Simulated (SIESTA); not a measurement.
The system is Sb.

```
CELL_PARAMETERS angstrom
2.15420 1.24373 3.75800
-2.15420 1.24373 3.75800
0.00000 -2.48746 3.75800
ATOMIC_POSITIONS crystal
Sb 0.76651 0.76651 0.76651
Sb 0.23349 0.23349 0.23349
```

| Quantity | Value |
| --- | --- |
| Program | SIESTA 5.4.2 |
| Task | relaxation of cell and atoms |
| Functional | PBE |
| Potentials or basis | PseudoDojo 0.4 standard (PBE files) |
| Basis | DZP (energy shift 0.003 Ry; two zetas on semicore shells) |
| Grid cutoff | 750 Ry |
| Energy shift | 0.003 Ry |
| k mesh | 6 × 6 × 6 |
| Occupations | fermi-dirac, width 0.05 eV |
| Spin | no spin polarisation |

At the start: pressure 3.7 GPa; volume 30.21 Å³/atom.

Question: How do energy, volume and symmetry change on relaxing?

Answer: Over 13 steps the energy falls by 21.7 meV/atom and the volume is 32.22 Å³/atom (+6.7 %); space group R-3m (No. 166, to 0.05 Å).

The path:
```csv
step,energy change (eV),largest force (eV/Å),pressure (GPa),volume (Å³)
1,0.0000,0.2931,3.67,60.41
2,-0.0096,0.1373,3.10,60.62
3,-0.0173,0.0180,2.42,60.99
4,-0.0404,0.1538,-0.09,63.99
5,-0.0433,0.0109,-0.05,64.42
6,-0.0433,0.0147,-0.07,64.45
7,-0.0433,0.0095,-0.01,64.37
8,-0.0431,0.0076,0.26,64.00
9,-0.0426,0.0222,0.43,63.78
10,-0.0414,0.0271,-0.63,65.30
11,-0.0434,0.0002,-0.07,64.52
12,-0.0434,0.0013,0.05,64.34
13,-0.0434,0.0004,-0.01,64.43
```

Final structure:
```xyz
2
Lattice="2.2023 1.2715 3.8349 -2.2023 1.2715 3.8349 0.0000 -2.5430 3.8349" Properties=species:S:1:pos:R:3 pbc="T T T"
Sb    0.0000    0.0000    8.8197
Sb    0.0000    0.0000    2.6851
```

Caveat: the basis of atomic orbitals isn't converged, which shifts pressures, moduli and gaps.
